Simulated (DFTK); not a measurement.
## WS2 (Tungstenite): single point with PBEsol

The system is WS2 (Tungstenite).

```
W S
1.0
     3.18000    0.00000    0.00000
    -1.59000    2.75396    0.00000
     0.00000    0.00000   12.50000
W S
2 4
Cartesian
  1.5900 0.9180 9.3750
  0.0000 1.8360 3.1250
  1.5900 0.9180 4.6875
  0.0000 1.8360 10.9375
  1.5900 0.9180 1.5625
  0.0000 1.8360 7.8125
```

```json
{
 "Program": "DFTK 0.8.2",
 "Task": "single point",
 "Functional": "PBEsol",
 "Potentials or basis": "dojo.nc.sr.pbesol.v0_4_1.standard.upf (PBEsol)",
 "Cutoff": "1007 eV",
 "k mesh": "10 × 10 × 3",
 "Occupations": "fermi-dirac, width 0.05 eV",
 "Spin": "no spin polarisation",
 "Valence electrons": "S 6, W 14",
 "SCF tolerance on the density": "1e-06"
}
```

```yaml
Pressure: -2.7 GPa
Largest_force: 0.151 eV/Å
Band_gap_on_the_k_mesh: 1.08 eV, indirect (least direct gap 2.07 eV)
```

Forces on the atoms (eV/Å):
```
W    0.000  0.000  0.000
W    0.000  0.000  0.000
S    0.000  0.000 -0.151
S    0.000  0.000 -0.151
S    0.000  0.000  0.151
S    0.000  0.000  0.151
```

Stress tensor (GPa, compression positive):
```
-3.52  0.00  0.00
 0.00 -3.52  0.00
 0.00  0.00 -1.12
```

Levels at points of the mesh, in eV from the valence-band top:
```csv
k point,band 24,band 25,band 26,band 27,band 28,band 29
"(0.00, 0.00, 0.00)",-1.55,-1.12,0.00,2.24,2.24,2.25
"(-0.50, 0.00, 0.00)",-1.83,-1.68,-1.52,2.19,2.23,2.53
```

Run time: 19 min on 1 thread of AMD EPYC (Zen 3) (shared host), peak memory 3.5 GiB.

Caveat: spin-orbit coupling is left out, which moves the levels of the heavy elements; an odd mesh through Γ misses points on the zone boundary, where band edges often lie; this functional lacks dispersion, which binds the layers, so the pressure and a relaxed spacing across them are unreliable. PBEsol gaps usually lie below the measured ones, often by a third to a half.
